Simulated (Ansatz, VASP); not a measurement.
## Cu in VASP and in Ansatz

Contents of POSCAR:

```
Cu
1.0
    0.0000000000      1.7898864730      1.7898864730
    1.7898864730      0.0000000000      1.7898864730
    1.7898864730      1.7898864730      0.0000000000
Cu
1
Direct
    0.0000000000      0.0000000000      0.0000000000
```

The input INCAR.step1:

```
ALGO     = Normal         # electronic algorithm
EDIFF    = 1E-4           # SCF threshold, eV
ENCUT    = 600            # plane-wave cutoff, eV
GGA      = PE             # functional
ISMEAR   = -1             # smearing method
LASPH    = T              # aspherical terms in the spheres
LCHARG   = F              # write CHGCAR
LREAL    = F              # projectors in reciprocal space
LWAVE    = T              # write WAVECAR
NELM     = 100            # most SCF steps
PREC     = Accurate       # precision mode
SIGMA    = 0.15           # smearing width, eV
```

INCAR.step2

```
ALGO     = Normal         # electronic algorithm
EDIFF    = 1E-6           # SCF threshold, eV
EDIFFG   = -0.001         # ionic threshold
ENCUT    = 600            # plane-wave cutoff, eV
IBRION   = 2              # ionic algorithm
ISIF     = 3              # what is computed and relaxed
ISMEAR   = -1             # smearing method
ISTART   = 1            
LASPH    = T              # aspherical terms in the spheres
LCHARG   = F              # write CHGCAR
LMIXTAU  = T            
LREAL    = F              # projectors in reciprocal space
LWAVE    = F              # write WAVECAR
METAGGA  = R2SCAN         # meta-GGA
NELM     = 100            # most SCF steps
NSW      = 80             # ionic steps
PREC     = Accurate       # precision mode
SIGMA    = 0.15           # smearing width, eV
```

Contents of KPOINTS:

```
k-points
0
Gamma
  16 16 16
```

Input for Ansatz:

```yaml
crystal:
  lattice:
    - [0.0, 1.789886473, 1.789886473]
    - [1.789886473, 0.0, 1.789886473]
    - [1.789886473, 1.789886473, 0.0]
  atoms:
    - { symbol: Cu, position: [0.0, 0.0, 0.0] }
basis:
  ecutwfc: 500
kpoints:
  mp_grid: { grid: [16, 16, 16] }
hamiltonian:
  xc: r2scan
  pseudopotentials: { kind: paw, azcp: { folder: soft_1 } }
scf:
  occupations: { method: fermi_dirac, width: 0.15 }
output:
  forces: true
  stress: true
  eigenvalues: true
relax:
  adjacent_minimum: "off"
  f_tol: 0.001
  max_steps: 60
  cell: { stress_tol: 0.01 }
```

Alike in both runs: task relaxation of cell and atoms; functional r2SCAN; k mesh 16 × 16 × 16; occupations fermi-dirac, width 0.15 eV; no spin polarisation.

|  | VASP | Ansatz |
| --- | --- | --- |
| version | VASP 6.6.1 | Ansatz 0.2.0 |
| potentials or method | VASP PAW PBE potentials, release 64 (Cu) | scalar-relativistic, plane waves, PAW |
| plane-wave cutoff (eV) | 600 | 500 |
| valence electrons in the cell | 11 | 19 |

```tsv
	VASP	Ansatz	Ansatz less VASP
gap on the k mesh at the Fermi level, each at its own relaxed structure (eV)	none	none	-
relaxed volume (Å³/atom)	11.49	11.47	-0.019
relaxed cell length with the largest relative difference (Å)	2.533	2.531	-0.0014
```

A gap of «none» marks a metal or a gap that the smearing closes. The two sets of potentials don't hold the same shells in valence.

Caveats: the PAW data sets were made with another functional, which shifts forces and pressure a little (VASP).
